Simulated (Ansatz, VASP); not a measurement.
# Two plane-wave programs on Pt

```
CELL_PARAMETERS angstrom
0.00000 1.92087 1.92087
1.92087 0.00000 1.92087
1.92087 1.92087 0.00000
ATOMIC_POSITIONS crystal
Pt 0.00000 0.00000 0.00000
```

Change from the starting cell: volume scaled by 0.94.

Alike in both runs: task single point; functional PBE; k mesh 12 × 12 × 12; occupations fermi-dirac, width 0.05 eV; no spin polarisation.

```csv
,VASP,Ansatz
version,VASP 6.6.1,Ansatz 0.2.0
potentials or method,"VASP PAW PBE potentials, release 64 (Pt)",Ansatz PAW
plane-wave cutoff (eV),520,420
valence electrons in the cell,10,18
```

```csv
,VASP,Ansatz,Ansatz less VASP
gap on the k mesh at the Fermi level (eV),none,none,-
pressure (GPa),31.6,32.1,+0.58
```

A gap of «none» marks a metal or a gap that the smearing closes. The two sets of potentials don't hold the same shells in valence.

The runs have no spin-orbit coupling, so splittings on Pt are missing.
